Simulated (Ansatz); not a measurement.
Where the states of Se lie

```cif
data_structure
_symmetry_space_group_name_H-M 'P6_3/mmc'
_symmetry_Int_Tables_number 194
_cell_length_a 3.6838
_cell_length_b 3.6838
_cell_length_c 3.8128
_cell_angle_alpha 90.000
_cell_angle_beta 90.000
_cell_angle_gamma 120.000
_cell_volume 44.81
loop_
_atom_site_label
_atom_site_type_symbol
_atom_site_symmetry_multiplicity
_atom_site_Wyckoff_symbol
_atom_site_fract_x
_atom_site_fract_y
_atom_site_fract_z
_atom_site_occupancy
Se1 Se 2 c 0.33333 0.66667 0.25000 1
```

The runs use the primitive cell with vectors (3.684, 0.000, 0.000), (-1.842, 3.190, 0.000), (0.000, 0.000, 3.813) Å, to which the k mesh refers.

The cell was built from the hcp type and relaxed in the same program, and has space group P6_3/mmc; it needn't be a known or the stable phase.

These are results of DFT, PBE, all-electron LAPW, scalar-relativistic (Ansatz 0.2.0), not measurements.

Numerical set-up: a Γ-centred 19×19×10 k mesh, Fermi–Dirac smearing of 0.03 eV, basis error target 0.5 meV/atom, no spin polarisation.

States per eV and cell, averaged over 0.4 eV, from -6.6 to 6.0 eV, with energies (bin centres) from the Fermi level; empty bins are left out. 

```
E (eV)  total
  -6.5   0.01
  -6.1   0.84
  -5.7   1.32
  -5.3   1.46
  -4.9   1.22
  -4.5   1.45
  -4.1   1.14
  -3.7   1.45
  -3.3   1.25
  -2.9   1.43
  -2.5   1.71
  -2.1   1.25
  -1.7   0.87
  -1.3   1.00
  -0.9   1.52
  -0.5   1.63
  -0.1   0.61
   0.3   1.38
   0.7   1.52
   1.1   1.37
   1.5   1.39
   1.9   2.09
   2.3   1.37
   2.7   0.59
   3.1   0.13
   4.3   0.04
   4.7   0.18
   5.1   0.28
   5.5   0.44
   5.9   0.53
```
